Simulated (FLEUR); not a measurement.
# Magnetic state of MnS (Rambergite) from several starts, part 2 of 4

Wanted: the moments of MnS (Rambergite) and the energy of each order that was tried.

FLEUR MaX-R8.1; PBE with U = 4 eV on Mn d; all-electron FLAPW, Dirac cores, scalar-relativistic bands.

So far, largest spin moment in the muffin-tin sphere (μB): step 2 (start 1: ferro ++) 4.73.

The database entry behind the starting cell differs from later determinations by our own check (about 0.3 % short against later determinations), so it need not match the best structure at ambient conditions.

## 3. Order 2, typed as antiferro +-

Reversing part of the moments tests the sign of the couplings between them.

Contents of inp.xml:

```
<?xml version="1.0" encoding="UTF-8" standalone="no"?>
<fleurInput fleurInputVersion="0.39">
   <comment>
      MnS
   </comment>
   <calculationSetup>
      <cutoffs Kmax="4.29" Gmax="12.9" GmaxXC="12.9" numbands="0"/>
      <scfLoop itmax="120" minDistance="0.0001" maxIterBroyd="15" imix="Anderson" alpha="0.05" precondParam="0.0" spinf="2.0" sdNocoIR="T"/>
      <coreElectrons ctail="T" frcor="F" kcrel="0" coretail_lmax="0"/>
      <xcFunctional name="pbe" relativisticCorrections="F"/>
      <magnetism jspins="2"/>
      <soc l_soc="F" theta="0.0" phi="0.0" spav="F"/>
      <expertModes spex="0" secvar="F"/>
      <geometryOptimization l_f="F" forcealpha="1.0" forcemix="BFGS" epsdisp="0.00001" epsforce="0.00001"/>
      <ldaU l_linMix="F" mixParam="0.05" spinf="1.0"/>
   </calculationSetup>
   <cell>
      <bzIntegration valenceElectrons="42.0" mode="hist" fermiSmearingEnergy="0.00183747">
         <kPointListSelection listName="default-1"/>
         <xi:include xmlns:xi="http://www.w3.org/2001/XInclude" href="kpts.xml"> </xi:include>
      </bzIntegration>
      <xi:include xmlns:xi="http://www.w3.org/2001/XInclude" href="sym.xml"> </xi:include>
      <bulkLattice scale="1.0">
         <bravaisMatrix>
            <row-1>    7.5135510713529081     0.0000000000188973     0.0000000000000000</row-1>
            <row-2>   -3.7567755356859025     6.5069261004216132     0.0000000000000000</row-2>
            <row-3>    0.0000000000000000     0.0000000000000000    12.1547184334272007</row-3>
         </bravaisMatrix>
      </bulkLattice>
   </cell>
   <atomSpecies>
      <species name="Manganese 4.500" element="Mn" atomicNumber="25">
         <mtSphere radius="2.69" gridPoints="889" logIncrement="0.014"/>
         <atomicCutoffs lmax="10" lnonsphr="8"/>
         <electronConfig flipSpins="F">
            <coreConfig>(1s1/2) (2s1/2) (2p1/2) (2p3/2)</coreConfig>
            <valenceConfig>(3s1/2) (3p1/2) (3p3/2) (4s1/2) (3d3/2) (3d5/2)</valenceConfig>
            <stateOccupation state="(3d3/2)" spinUp="1.75" spinDown="0.25"/>
            <stateOccupation state="(3d5/2)" spinUp="3.0" spinDown="0.0"/>
         </electronConfig>
         <energyParameters s="4" p="4" d="3" f="4"/>
         <ldaU l="2" U="4.0" J="0.0" l_amf="F"/>
         <lo type="SCLO" l="0" n="3" eDeriv="0"/>
         <lo type="SCLO" l="1" n="3" eDeriv="0"/>
      </species>
      <species name="Manganese -4.500" element="Mn" atomicNumber="25">
         <mtSphere radius="2.69" gridPoints="889" logIncrement="0.014"/>
         <atomicCutoffs lmax="10" lnonsphr="8"/>
         <electronConfig flipSpins="F">
            <coreConfig>(1s1/2) (2s1/2) (2p1/2) (2p3/2)</coreConfig>
            <valenceConfig>(3s1/2) (3p1/2) (3p3/2) (4s1/2) (3d3/2) (3d5/2)</valenceConfig>
            <stateOccupation state="(3d3/2)" spinUp="0.25" spinDown="1.75"/>
            <stateOccupation state="(3d5/2)" spinUp="0.0" spinDown="3.0"/>
         </electronConfig>
         <energyParameters s="4" p="4" d="3" f="4"/>
         <ldaU l="2" U="4.0" J="0.0" l_amf="F"/>
         <lo type="SCLO" l="0" n="3" eDeriv="0"/>
         <lo type="SCLO" l="1" n="3" eDeriv="0"/>
      </species>
      <species name="Sulfur (S)" element="S" atomicNumber="16">
         <mtSphere radius="1.75" gridPoints="579" logIncrement="0.02"/>
         <atomicCutoffs lmax="6" lnonsphr="4"/>
         <electronConfig flipSpins="F">
            <coreConfig>(1s1/2) (2s1/2) (2p1/2) (2p3/2)</coreConfig>
            <valenceConfig>(3s1/2) (3p1/2) (3p3/2)</valenceConfig>
            <stateOccupation state="(3p1/2)" spinUp="0.666667" spinDown="0.666667"/>
            <stateOccupation state="(3p3/2)" spinUp="1.333333" spinDown="1.333333"/>
         </electronConfig>
         <energyParameters s="3" p="3" d="3" f="4"/>
      </species>
   </atomSpecies>
   <atomGroups>
      <atomGroup species="Manganese 4.500">
         <relPos label="                   1">1.000/3.000 -1.000/3.000 .0000000000</relPos>
         <force calculate="T" relaxXYZ="TTT"/>
      </atomGroup>
      <atomGroup species="Manganese -4.500">
         <relPos label="                   2">-1.000/3.000 1.000/3.000 1.000/2.000</relPos>
         <force calculate="T" relaxXYZ="TTT"/>
      </atomGroup>
      <atomGroup species="Sulfur (S)">
         <relPos label="                   3">1.000/3.000 -1.000/3.000 .3850000000</relPos>
         <force calculate="T" relaxXYZ="TTT"/>
      </atomGroup>
      <atomGroup species="Sulfur (S)">
         <relPos label="                   4">-1.000/3.000 1.000/3.000 -.1150000000</relPos>
         <force calculate="T" relaxXYZ="TTT"/>
      </atomGroup>
   </atomGroups>
   <output dos="F" band="F" slice="F">
      <bandDOS minEnergy="-.5*Htr" maxEnergy="0.5*Htr" sigma="0.015" storeEVData="T"/>
      <plotting iplot="0" polar="F">
         <plot TwoD="T" vec1="  1.0  0.0  0.0" vec2="  0.0  1.0  0.0" vec3="  0.0  0.0  1.0" zero="  0.0  0.0  0.0" file="plot"/>
      </plotting>
      <moessbauerParams electricFieldGradient="F" isomerShift="F" coreHyperfine="F" valenceHyperfine="F"/>
   </output>
</fleurInput>
```

Contents of crystal.txt:

```
MnS
&input film=F cartesian=F /
3.97599999997  0.00000000001  0.00000000000
-1.98799999999  3.44331700542  0.00000000000
0.00000000000  0.00000000000  6.43200000000
1.8897261246
1.0 1.0 1.0

4
25 0.33333333333  0.66666666667  0.00000000000 : 4.500
25 0.66666666667  0.33333333333  0.50000000000 : -4.500
16 0.33333333333  0.66666666667  0.38500000000
16 0.66666666667  0.33333333333  0.88500000000

&kpt div1=8 div2=8 div3=4 gamma=T /
```

Command:

```bash
$ OMP_NUM_THREADS=1 inpgen -f crystal.txt > inpgen.log  # inp.xml is then edited as shown
$ OMP_NUM_THREADS=1 mpirun -n 4 fleur_MPI > fleur.log
```

The log of the run:

```text
[banner, memory and clock lines left out]
Welcome to FLEUR        (www.flapw.de)
      MaX-Release 8.1          (www.max-centre.eu)

 ========== k-point set info ==========
 Selected k-point list: default-1
 k-point list type: mesh
 0 x 0 x 0
 Number of k points: 36

 ------------Calculation Setup---------------------------
 Number of PE/node        :            4
 Number of OMP-threads    :            1
 k-points in parallel     :            4
 pe's per k-point         :            1
 No of k-point loops      :            9
 Eigenvalue solver        :       lapack
 Number of basis functions:          832
 Approximate size of matrices (H+S) per k-point:         0.021 GB
 no density matrix found ... skipping LDA+U
 Reset of history
 Iteration:     1   Distance:       8.90919231 me/bohr^3
 Iteration:     2   Distance:       8.62872356 me/bohr^3
 Iteration:     3   Distance:       7.94759308 me/bohr^3
 Iteration:     4   Distance:       4.12449331 me/bohr^3
 Iteration:     5   Distance:       2.33624889 me/bohr^3
 Iteration:     6   Distance:       1.74105109 me/bohr^3
 Iteration:     7   Distance:       0.36489468 me/bohr^3
 Iteration:     8   Distance:       0.32494981 me/bohr^3
 Iteration:     9   Distance:       0.06064471 me/bohr^3
 Iteration:    10   Distance:       0.05244634 me/bohr^3
 Iteration:    11   Distance:       0.00967103 me/bohr^3
 Iteration:    12   Distance:       0.00650617 me/bohr^3
 Iteration:    13   Distance:       0.00226730 me/bohr^3
 Iteration:    14   Distance:       0.00149228 me/bohr^3
 Iteration:    15   Distance:       0.00050047 me/bohr^3
 Iteration:    16   Distance:       0.00025625 me/bohr^3
 Iteration:    17   Distance:       0.00024073 me/bohr^3
 Iteration:    18   Distance:       0.00015556 me/bohr^3
 Iteration:    19   Distance:       0.00005679 me/bohr^3

 ********************************************************************
 Run finished successfully
 Stop message:
   all done
 ********************************************************************

--- out.xml (last complete iteration) ---
<iteration numberForCurrentRun="   19" overallNumber="   19">
         [... left out ...]
         <bandgap value="2.3378643174" units="eV"/>
         <sumValenceSingleParticleEnergies value="-30.4520843826" units="Htr"/>
         <FermiEnergy value="0.1570512429" units="Htr"/>
         <valenceDensity>
            <mtCharges spin="1">
               <mtCharge atomType="1" total="9.4320798" s="1.2472381" p="3.2897617" d="4.8542608" f="0.0290425"/>
               <mtCharge atomType="2" total="4.7755249" s="1.1923744" p="3.2184266" d="0.3203274" f="0.0313580"/>
               <mtCharge atomType="3" total="1.5236990" s="0.5435999" p="0.9747358" d="0.0050055" f="0.0002874"/>
               <mtCharge atomType="4" total="1.5377163" s="0.5454527" p="0.9796436" d="0.0115968" f="0.0008516"/>
            </mtCharges>
            <mtCharges spin="2">
               <mtCharge atomType="1" total="4.7755266" s="1.1923754" p="3.2184258" d="0.3203295" f="0.0313578"/>
               <mtCharge atomType="2" total="9.4320788" s="1.2472379" p="3.2897593" d="4.8542622" f="0.0290428"/>
               <mtCharge atomType="3" total="1.5377188" s="0.5454531" p="0.9796457" d="0.0115968" f="0.0008516"/>
               <mtCharge atomType="4" total="1.5236996" s="0.5436005" p="0.9747358" d="0.0050056" f="0.0002874"/>
            </mtCharges>
            <spinDependentCharge spin="1" total="21.0000000" interstitial="3.7309800" mtSpheres="17.2690200"/>
            <spinDependentCharge spin="2" total="21.0000000" interstitial="3.7309762" mtSpheres="17.2690238"/>
            <totalCharge value="42.0000000000"/>
         </valenceDensity>
         [... left out ...]
         <magneticMomentsInMTSpheres units="muBohr">
            <globalMagMoment atomType="1" vec="0.00000   0.00000   4.65655"/>
            <localMagMoment atomType="1" vec="0.00000   0.00000   4.65655"/>
            <globalMagMoment atomType="2" vec="0.00000   0.00000  -4.65655"/>
            <localMagMoment atomType="2" vec="0.00000   0.00000  -4.65655"/>
            <globalMagMoment atomType="3" vec="0.00000   0.00000  -0.01402"/>
            <localMagMoment atomType="3" vec="0.00000   0.00000  -0.01402"/>
            <globalMagMoment atomType="4" vec="0.00000   0.00000   0.01402"/>
            <localMagMoment atomType="4" vec="0.00000   0.00000   0.01402"/>
         </magneticMomentsInMTSpheres>
         [... left out ...]
         <totalEnergy value="    -3115.7118523360" units="Htr">
            <sumOfEigenvalues value="    -1799.4115157919">
               <coreElectrons value="-1768.9594314093"/>
               <valenceElectrons value="-30.4520843826"/>
            </sumOfEigenvalues>
            <densityCoulombPotentialIntegral value="-4745.2678180063"/>
            <densityEffectivePotentialIntegral value="-4947.5982369214"/>
            <chargeDenXCDenIntegral value="-156.1333025577"/>
            <FockExchangeEnergyValence value="0.0000000000"/>
            <FockExchangeEnergyCore value="0.0000000000"/>
         [... left out ...]
            <dftUCorrection value="-0.6964899463"/>
            <tkbTimesEntropy value="0.0000000000"/>
            <freeEnergy value="-3115.7118523360"/>
            <extrapolationTo0K value="-3115.7118523360"/>
         </totalEnergy>
         [... left out ...]
         <ldaUDensityMatrixConvergence>
            <distance spin="1" distance="0.000002"/>
            <distance spin="2" distance="0.000003"/>
         </ldaUDensityMatrixConvergence>
         <densityConvergence units="me/bohr^3">
            <chargeDensity spin="1" distance="0.0000331366"/>
            <chargeDensity spin="2" distance="0.0000415883"/>
            <overallChargeDensity distance="0.0000493008"/>
            <spinDensity distance="0.0000567863"/>
         </densityConvergence>
      </iteration>
```

Run time: 2.1 min. Hardware: 4 MPI ranks of Intel Xeon 6975P-C (Granite Rapids), shared host; peak memory 0.52 GiB; 8.4 min of CPU time.

Spin moment in the muffin-tin sphere by atom:

```
atom  spin moment in the muffin-tin sphere (μB)
 Mn1                                       4.66
 Mn2                                      -4.66
  S3                                      -0.01
  S4                                       0.01
```

This step gave:

| Property | Result |
| --- | --- |
| free energy | -84782.8386 eV |
| program's band gap on this mesh (in a metal only a level spacing) | 2.338 eV |
| magnetization | 0 μB |
| final state | antiferromagnetic |

It lies 52.5 meV a seeded atom under the first start, and its largest moment is 4.66 μB against 4.73 μB.

## 4. Run 3 (antiferro q=(0,1/2,0) +--+)

Reversing part of the moments tests the sign of the couplings between them.

This order needs a doubled cell of 8 atoms. The mesh is halved along the doubled vector, so that both cells sample the same points. The k list default-1 (kpts.xml, not shown) is a Γ-centred 8×4×4 mesh.

inp.xml: that of step 3 with these lines changed.

```diff
@@ -17,3 +17,3 @@
    <cell>
-      <bzIntegration valenceElectrons="42.0" mode="hist" fermiSmearingEnergy="0.00183747">
+      <bzIntegration valenceElectrons="84.0" mode="hist" fermiSmearingEnergy="0.00183747">
          <kPointListSelection listName="default-1"/>
@@ -24,4 +24,4 @@
          <bravaisMatrix>
-            <row-1>    7.5135510713529081     0.0000000000188973     0.0000000000000000</row-1>
-            <row-2>   -3.7567755356859025     6.5069261004216132     0.0000000000000000</row-2>
+            <row-1>    7.5135510714095997     0.0000000000000000     0.0000000000000000</row-1>
+            <row-2>   -7.5135510714095997    13.0138522007676372     0.0000000000000000</row-2>
             <row-3>    0.0000000000000000     0.0000000000000000    12.1547184334272007</row-3>
@@ -73,3 +73,4 @@
       <atomGroup species="Manganese 4.500">
-         <relPos label="                   1">1.000/3.000 -1.000/3.000 .0000000000</relPos>
+         <relPos label="                   1">1.000/3.000 1.000/3.000 .0000000000</relPos>
+         <relPos label="                   4">-1.000/3.000 -1.000/3.000 1.000/2.000</relPos>
          <force calculate="T" relaxXYZ="TTT"/>
@@ -77,3 +78,4 @@
       <atomGroup species="Manganese -4.500">
-         <relPos label="                   2">-1.000/3.000 1.000/3.000 1.000/2.000</relPos>
+         <relPos label="                   2">1.000/3.000 -1.000/6.000 .0000000000</relPos>
+         <relPos label="                   3">-1.000/3.000 1.000/6.000 1.000/2.000</relPos>
          <force calculate="T" relaxXYZ="TTT"/>
@@ -81,3 +83,4 @@
       <atomGroup species="Sulfur (S)">
-         <relPos label="                   3">1.000/3.000 -1.000/3.000 .3850000000</relPos>
+         <relPos label="                   5">1.000/3.000 1.000/3.000 .3850000000</relPos>
+         <relPos label="                   8">-1.000/3.000 -1.000/3.000 -.1150000000</relPos>
          <force calculate="T" relaxXYZ="TTT"/>
@@ -85,3 +88,4 @@
       <atomGroup species="Sulfur (S)">
-         <relPos label="                   4">-1.000/3.000 1.000/3.000 -.1150000000</relPos>
+         <relPos label="                   6">1.000/3.000 -1.000/6.000 .3850000000</relPos>
+         <relPos label="                   7">-1.000/3.000 1.000/6.000 -.1150000000</relPos>
          <force calculate="T" relaxXYZ="TTT"/>
```

Contents of crystal.txt:

```
MnS
&input film=F cartesian=F /
3.97600000000  0.00000000000  0.00000000000
-3.97600000000  6.88663401080  0.00000000000
0.00000000000  0.00000000000  6.43200000000
1.8897261246
1.0 1.0 1.0

8
25 0.33333333340  0.33333333340  0.00000000000 : 4.500
25 0.33333333335  0.83333333335  0.00000000000 : -4.500
25 0.66666666665  0.16666666665  0.50000000000 : -4.500
25 0.66666666660  0.66666666660  0.50000000000 : 4.500
16 0.33333333340  0.33333333340  0.38500000000
16 0.33333333335  0.83333333335  0.38500000000
16 0.66666666665  0.16666666665  0.88500000000
16 0.66666666660  0.66666666660  0.88500000000

&kpt div1=8 div2=4 div3=4 gamma=T /
```

The log of the run:

```text
[banner, memory and clock lines left out]
Welcome to FLEUR        (www.flapw.de)
      MaX-Release 8.1          (www.max-centre.eu)

 ========== k-point set info ==========
 Selected k-point list: default-1
 k-point list type: mesh
 0 x 0 x 0
 Number of k points: 56

 [... set-up left out ...]
 no density matrix found ... skipping LDA+U
 Reset of history
 Iteration:     1   Distance:       8.84881191 me/bohr^3
 Iteration:     2   Distance:       8.60811251 me/bohr^3
 Iteration:     3   Distance:       7.93036635 me/bohr^3
 Iteration:     4   Distance:       4.13926523 me/bohr^3
[...]
[... left out ...]
            <freeEnergy value="-6231.4284580709"/>
            <extrapolationTo0K value="-6231.4284580709"/>
         </totalEnergy>
         [... left out ...]
         <ldaUDensityMatrixConvergence>
            <distance spin="1" distance="0.000004"/>
            <distance spin="2" distance="0.000004"/>
         </ldaUDensityMatrixConvergence>
         <densityConvergence units="me/bohr^3">
            <chargeDensity spin="1" distance="0.0000639854"/>
            <chargeDensity spin="2" distance="0.0000636110"/>
            <overallChargeDensity distance="0.0000999021"/>
            <spinDensity distance="0.0000793760"/>
         </densityConvergence>
      </iteration>
```

Elapsed: 19 min, on 4 MPI ranks; peak memory 1.4 GiB.

Spin moment in the muffin-tin sphere by atom:

```
atom  spin moment in the muffin-tin sphere (μB)
 Mn1                                       4.62
 Mn2                                      -4.62
 Mn3                                      -4.62
 Mn4                                       4.62
  S5                                       0.00
  S6                                       0.00
  S7                                       0.00
  S8                                       0.00
```

This step gave:

```
free energy                                                       : -169565.8066 eV
program's band gap on this mesh (in a metal only a level spacing) : 2.853 eV
magnetization                                                     : 0 μB
final state                                                       : antiferromagnetic
```

It lies 84.8 meV a seeded atom under the first start, and its largest moment is 4.62 μB against 4.73 μB.

(Part 2 of 4 ends here.)

[Logs and program files are shortened in this print: banners, set-up blocks, solver, clock and traceback lines can be left out without a mark of their own.]

[Logs are printed without paths, hosts, clocks, repeated set-up lines and the standing remarks that a program may print on its own settings, such as how far it seeks lower states.]

[Hosts, paths, dates, database ids (printed as entryN), source tags and the programs' standing remarks are cut or masked in the printed files.]

[Where a cell is said to come from a database of computed structures, the database is the Materials Project.]
